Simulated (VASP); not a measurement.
# AlN (F-43m) in VASP: Born charges and dielectric tensor with LDA

Aim: the Born charges and dielectric tensor of AlN with LDA.

Everything below comes from runs of VASP 6.6.1. Logs are shortened: lines on timing, memory, paths and dates and some standing lists are left out, and cuts for length are marked.

## (1) The crystal as given

The structure is cubic, space group F-43m (No. 216). The conventional cell has a = 4.425 Å, b = 4.425 Å, c = 4.425 Å, α = 90.00°, β = 90.00°, γ = 90.00°. Around Al (site symmetry -43m) lie 4 N at 1.92 Å. Around N (site symmetry -43m) lie 4 Al at 1.92 Å.

Measurements of this composition are mostly on another form, of space group No. 186.

## (2) Born charges and dielectric tensor, LDA

Contents of INCAR:

```
PREC = Accurate
ENCUT = 600
EDIFF = 1E-8
ISMEAR = 0
SIGMA = 0.02
LREAL = False
LASPH = True
NELM = 80
ALGO = Fast
ISIF = 2
LWAVE = False
LCHARG = False
GGA = CA
LEPSILON = True
IBRION = 8
NSW = 1
```

Contents of KPOINTS:

```
Automatic mesh
0
Gamma
  10 10 10
```

Contents of POSCAR:

```
AlN
1.0
    0.0000000000      2.2124600000      2.2124600000
    2.2124600000      0.0000000000      2.2124600000
    2.2124600000      2.2124600000      0.0000000000
Al N
1 1
Direct
    0.0000000000      0.0000000000      0.0000000000
    0.2500000000      0.2500000000      0.2500000000
```

Potentials or basis: VASP PAW LDA potentials, release 64 (Al, N).

The run is started by

```console
> cat potpaw_LDA.64/Al/POTCAR potpaw_LDA.64/N/POTCAR > POTCAR
> mpirun -np 1 vasp_std > vasp.out
```

OUTCAR:

```text
PREC = Accurate
   ENCUT = 600
   EDIFF = 1E-8
   ISMEAR = 0
   LREAL = False
   LASPH = True
   NELM = 80
   ISIF = 2
   GGA = CA
   LEPSILON = True
   IBRION = 8
   NSW = 1

 ion  position               nearest neighbor table
   1  0.000  0.000  0.000-   2 1.92   2 1.92   2 1.92   2 1.92
   2  0.250  0.250  0.250-   1 1.92   1 1.92   1 1.92   1 1.92

  LATTYP: Found a face centered cubic cell.
 ALAT       =     4.4249200000

  Lattice vectors:

 A1 = (   0.0000000000,   2.2124600000,   2.2124600000)
 A2 = (   2.2124600000,   0.0000000000,   2.2124600000)
 A3 = (   2.2124600000,   2.2124600000,   0.0000000000)

Analysis of symmetry for initial positions (statically):
=====================================================================
 Subroutine PRICEL returns:
 Original cell was already a primitive cell.

 Routine SETGRP: Setting up the symmetry group for a
 face centered cubic supercell.

 Subroutine GETGRP returns: Found 24 space group operations
 (whereof 24 operations were pure point group operations)
 out of a pool of 48 trial point group operations.

The static configuration has the point symmetry T_d .

Analysis of symmetry for dynamics (positions and initial velocities):
=====================================================================
 Subroutine PRICEL returns:
 Original cell was already a primitive cell.

 Routine SETGRP: Setting up the symmetry group for a
 face centered cubic supercell.

 Subroutine GETGRP returns: Found 24 space group operations
 (whereof 24 operations were pure point group operations)
 out of a pool of 48 trial point group operations.

The dynamic configuration has the point symmetry T_d .

 Subroutine INISYM returns: Found 24 space group operations
 (whereof 24 operations are pure point group operations),
 and found     1 'primitive' translations

----------------------------------------------------------------------------------------

                                     Primitive cell

  volume of cell :      21.6599

  direct lattice vectors                    reciprocal lattice vectors
     0.000000000  2.212460000  2.212460000    -0.225992786  0.225992786  0.225992786
     2.212460000  0.000000000  2.212460000     0.225992786 -0.225992786  0.225992786
     2.212460000  2.212460000  0.000000000     0.225992786  0.225992786 -0.225992786

  length of vectors
     3.128890938  3.128890938  3.128890938     0.391430988  0.391430988  0.391430988

  position of ions in fractional coordinates (direct lattice)
     0.000000000  0.000000000  0.000000000
     0.250000000  0.250000000  0.250000000

  ion indices of the primitive-cell ions
   primitive index   ion index
                 1           1
                 2           2

----------------------------------------------------------------------------------------

 KPOINTS: Automatic mesh

Automatic generation of k-mesh.
 Grid dimensions read from file:
 generate k-points for:   10   10   10

 Generating k-lattice:

  Cartesian coordinates                     Fractional coordinates (reciprocal lattice)
    -0.022599279  0.022599279  0.022599279     0.100000000  0.000000000  0.000000000
     0.022599279 -0.022599279  0.022599279     0.000000000  0.100000000  0.000000000
[... 415 lines left out ...]
  ---------------------------------------------------
  free energy    TOTEN  =        -0.23363585 eV

  energy without entropy =       -0.23363585

------------------------ aborting loop because EDIFF is reached ----------------------------------------

--------------------------------------- Ionic step        2  -------------------------------------------

------------------------ aborting loop because EDIFF is reached ----------------------------------------

--------------------------------------- Ionic step        3  -------------------------------------------

------------------------ aborting loop because EDIFF is reached ----------------------------------------

 PIEZOELECTRIC TENSOR FIELD DIRECTION 3  (e Angst)
 -----------------------------------------------------------------------------
    -0.00044 -0.85473  0.00000           ( -0.00000 -0.01086  0.00000)
    -0.85473 -0.00044  0.00000           ( -0.01086 -0.00000  0.00000)
     0.00000  0.00000  0.00041           (  0.00000  0.00000 -0.00000)

 PIEZOELECTRIC TENSOR FIELD DIRECTION 3  (C/m^2)
 -----------------------------------------------------------------------------
    -0.00033 -0.63224  0.00000
    -0.63224 -0.00033  0.00000
     0.00000  0.00000  0.00031

--------------------------------------- Ionic step        4  -------------------------------------------

------------------------ aborting loop because EDIFF is reached ----------------------------------------

[... ionic steps 5 to 6 ...]

--------------------------------------- Ionic step        7  -------------------------------------------

 Free energy of the ion-electron system (eV)
  ---------------------------------------------------
  ---------------------------------------------------
  free energy    TOTEN  =        -0.23342783 eV

  energy without entropy =       -0.23342783

------------------------ aborting loop because EDIFF is reached ----------------------------------------

 INTERNAL STRAIN TENSOR  FOR ION    2  DIRECTION 1   (eV/Angst):
 -----------------------------------------------------------------------------
    -0.00794  0.00000  0.00000
     0.00000  0.00438 -6.67665
     0.00000 -6.67665  0.00438

 MACROSCOPIC STATIC DIELECTRIC TENSOR (including local field effects in DFT)
 ------------------------------------------------------
           4.645942     0.000000     0.000000
           0.000000     4.645942     0.000000
          -0.000000     0.000000     4.645942
 ------------------------------------------------------

 PIEZOELECTRIC TENSOR (including local field effects)  for field in x, y, z        (e  Angst)
          XX          YY          ZZ          XY          YZ          ZX
  --------------------------------------------------------------------------------
  x    -0.00000    -0.00000     0.00000     0.00000    -0.85421     0.00000
  y     0.00000    -0.00000     0.00000     0.00000     0.00000    -0.85421
  z    -0.00000     0.00000    -0.00000    -0.85421     0.00000     0.00000

 PIEZOELECTRIC TENSOR (including local field effects)  for field in x, y, z        (C/m^2)
          XX          YY          ZZ          XY          YZ          ZX
  --------------------------------------------------------------------------------
  x    -0.00000    -0.00000     0.00000     0.00000    -0.63186     0.00000
  y     0.00000    -0.00000     0.00000     0.00000     0.00000    -0.63186
  z    -0.00000     0.00000    -0.00000    -0.63186     0.00000     0.00000

 BORN EFFECTIVE CHARGES (including local field effects) (in |e|, cummulative output)
 ---------------------------------------------------------------------------------
 ion    1
    1     2.53790     0.00000    -0.00000
    2    -0.00000     2.53790     0.00000
    3     0.00000    -0.00000     2.53790
 ion    2
    1    -2.53790    -0.00000     0.00000
    2     0.00000    -2.53790    -0.00000
    3     0.00000     0.00000    -2.53790

 INTERNAL STRAIN TENSOR FOR ION    2 for displacements in x,y,z  (eV/Angst):
          X           Y           Z          XY          YZ          ZX
  --------------------------------------------------------------------------------
  x    -0.00000     0.00000     0.00000     0.00000    -6.67665     0.00000
  y     0.00000    -0.00000     0.00000     0.00000     0.00000    -6.67665
  z     0.00000     0.00000    -0.00000    -6.67665     0.00000     0.00000

 SECOND DERIVATIVES (NOT SYMMETRIZED)
 ------------------------------------
               1X          1Y          1Z          2X          2Y          2Z
  1X   -12.909600    0.000000    0.000000   12.909600    0.000000    0.000000
  1Y     0.000000  -12.909600    0.000000    0.000000   12.909600    0.000000
  1Z     0.000000    0.000000  -12.909600    0.000000    0.000000   12.909600
  2X    12.909243    0.000000    0.000000  -12.909243    0.000000    0.000000
  2Y     0.000000   12.909243    0.000000    0.000000  -12.909243    0.000000
  2Z     0.000000    0.000000   12.909243    0.000000    0.000000  -12.909243

 Eigenvectors and eigenvalues of the dynamical matrix
 ----------------------------------------------------

   1 f  =   18.500829 THz   116.244135 2PiTHz  617.121221 cm-1    76.513245 meV
             X         Y         Z           dx          dy          dz
      0.000000  0.000000  0.000000    -0.000000    0.584503    0.000000
      1.106230  1.106230  1.106230     0.000000   -0.811391    0.000000
[... 21 lines left out ...]
   6 f/i=    0.000121 THz     0.000762 2PiTHz    0.004047 cm-1     0.000502 meV
             X         Y         Z           dx          dy          dz
      0.000000  0.000000  0.000000     0.802211    0.121711    0.000000
      1.106230  1.106230  1.106230     0.577890    0.087677    0.000000

--------------------------------------------------------------------------------------------------------

 MACROSCOPIC STATIC DIELECTRIC TENSOR IONIC CONTRIBUTION
 ------------------------------------------------------
           4.168216     0.000000     0.000000
           0.000000     4.168216    -0.000000
           0.000000    -0.000000     4.168216
 ------------------------------------------------------

 ELASTIC MODULI CONTR FROM IONIC RELAXATION (kBar)
 Direction    XX          YY          ZZ          XY          YZ          ZX
 --------------------------------------------------------------------------------
 XX          -0.0000      0.0000      0.0000      0.0000     -0.0000      0.0000
 YY           0.0000     -0.0000     -0.0000      0.0000      0.0000     -0.0000
 ZZ           0.0000     -0.0000     -0.0000     -0.0000      0.0000      0.0000
 XY           0.0000      0.0000     -0.0000   -234.9743     -0.0000      0.0000
 YZ          -0.0000      0.0000      0.0000     -0.0000   -234.9743     -0.0000
 ZX           0.0000     -0.0000      0.0000      0.0000     -0.0000   -234.9743
 --------------------------------------------------------------------------------

 PIEZOELECTRIC TENSOR IONIC CONTR  for field in x, y, z        (C/m^2)
          XX          YY          ZZ          XY          YZ          ZX
  --------------------------------------------------------------------------------
  x     0.00000    -0.00000    -0.00000     0.00000     0.93123     0.00000
  y    -0.00000     0.00000    -0.00000    -0.00000     0.00000     0.93123
  z    -0.00000    -0.00000     0.00000     0.93123     0.00000    -0.00000
```

It took 6 min on 1 thread of Intel Xeon Platinum 8375C at 2.90GHz (Ice Lake), shared host; peak memory 0.22 GiB.

What came out:

```yaml
Band_gap_on_the_k_mesh: 3.21 eV, indirect (least direct gap 3.89 eV)
Electronic_dielectric_tensor_diagonal: 4.65
Born_charges_mean_of_the_diagonal: Al +2.54; N -2.54 e
Highest_phonon_frequency_at_Γ_LO-TO_splitting_left_out: 617 cm⁻¹
```

Phonon frequencies in cm⁻¹ (negative: imaginary):
| q point | frequencies |
| --- | --- |
| (0.000, 0.000, 0.000) | 0 0 0 617 617 617 |

Electronic dielectric tensor:
```
4.65 0.00 0.00
0.00 4.65 0.00
0.00 0.00 4.65
```

Born effective charge tensors (e):
atom 1, Al
```
2.54 0.00 0.00
0.00 2.54 0.00
0.00 0.00 2.54
```
atom 2, N
```
-2.54  0.00  0.00
 0.00 -2.54  0.00
 0.00  0.00 -2.54
```

A k mesh can miss the band edges. LDA gaps usually lie below the measured ones, often by a third to a half.
